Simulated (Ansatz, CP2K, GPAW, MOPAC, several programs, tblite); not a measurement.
**MgO: cheap methods against density-functional theory**

How much accuracy does each second buy? MgO is computed with 11 methods, from the cheapest up to r2SCAN.

Computed with MOPAC, tblite, CP2K, GPAW, Ansatz (versions at each run) (no spin polarisation, static lattice; gaps from single points on the cell relaxed beforehand with r²SCAN, unless a step's input says otherwise).

## Step 1: The system as given

It takes space group P6_3/mmc (No. 194, hexagonal). Conventional cell: a = 3.484 Å, b = 3.484 Å, c = 4.185 Å, α = 90.00°, β = 90.00°, γ = 120.00°. Mg (site symmetry -6m2) is surrounded by 5 O at 2.01 to 2.09 Å. O (site symmetry -6m2) is surrounded by 5 Mg at 2.01 to 2.09 Å.

Structure file:

```
CELL_PARAMETERS angstrom
3.48408 0.00000 0.00000
-1.74204 3.01730 0.00000
0.00000 0.00000 4.18532
ATOMIC_POSITIONS crystal
Mg 0.66667 0.33333 0.75000
Mg 0.33333 0.66667 0.25000
O 0.66667 0.33333 0.25000
O 0.33333 0.66667 0.75000
```

The structure type (database structure) is imposed and need not be the compound's stable one.

**Question.** The methods are PM6, PM7, GFN1-xTB (tblite), GFN2-xTB (tblite), PBE/DZVP, PBE/single-zeta, PBE/SZV, coarse PBE, GLLB-SC, PBE, r2SCAN. What gap does r2SCAN give on this cell, and which other methods (full PBE left aside) come nearest to r2SCAN and farthest in gap?

| quantity | value |
| --- | --- |
| r2SCAN | gap 4.09 eV, 11.00 Å³/atom, B₀ 138 GPa |
| gap: nearest and farthest of the other methods | PBE/DZVP, coarse PBE (about 0.72 eV off); GFN1-xTB (tblite) (-3.89 eV) |

**Reading.** For the gap (full PBE left aside), PBE/DZVP, coarse PBE tie for nearest to r2SCAN; GFN1-xTB (tblite) is farthest. A minimal basis or a coarse cutoff and mesh shifts results by its own error, so closeness to r2SCAN can be chance. Cluster runs see only the k-points that fold onto the zone centre, so their gaps can miss the band edges. GLLB-SC is compared with its derivative discontinuity added. No volume is given for PM6, PM7, GFN1-xTB (tblite), GFN2-xTB (tblite), PBE/single-zeta, PBE/SZV, coarse PBE, which can hide a larger miss. CPU times run from 0.76 s (coarse PBE) to 85 s (PBE/single-zeta). On this cell PM7, PBE/DZVP, PBE/single-zeta, PBE/SZV, GLLB-SC cost more than r2SCAN itself (9.6 s), so they are no saving here. r2SCAN is a yardstick, not the truth: it usually gives gaps below the measured ones.
